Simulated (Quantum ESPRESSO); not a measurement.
Runs of Quantum ESPRESSO 7.5 on Pt. It takes space group Im-3m (No. 229, cubic). The conventional cell has a = 3.168 Å, b = 3.168 Å, c = 3.168 Å, α = 90.00°, β = 90.00°, γ = 90.00°. Pt (site symmetry m-3m) has 8 Pt at 2.74 Å as nearest neighbours. This isn't the form of Pt at room conditions, which is fcc.

```tsv
level	ASE optimiser	rVV10 parameter b	dispersion computed by	gap on the mesh (eV)	pressure (GPa)	relaxed volume (Å³/atom)
PBEsol+D3(BJ)	FIRE	-	-	none	-0.1	(b)
PBEsol+D3	FIRE	-	-	none	-0.1	14.87
PBEsol+rVV10	BFGS	6.3	-	none	0.0	14.77
PBEsol+D4	LBFGS	-	dftd4 4.3.1 through ASE	none	-0.1	14.91
PBEsol	BFGS	-	-	none	-0.1	(a)
```

Alike in all rows: task relaxation of cell and atoms; potentials or basis GBRV 1.5 PBEsol; no spin polarisation; cell relaxed; k mesh 12 × 12 × 12; cutoff (eV) 612; smearing fermi-dirac 0.05 eV.

Task: Fill in the values left out.

Result: (a) 15.14; (b) 14.85.

Caveats: pairwise dispersion overbinds metals, which lowers pressure and volume (some runs); rVV10's parameter b was fitted to another functional (some runs).

A k mesh can miss the band edges, and the runs leave out spin-orbit coupling on Pt.

A gap of «none» marks a metal or a gap under the smearing width.
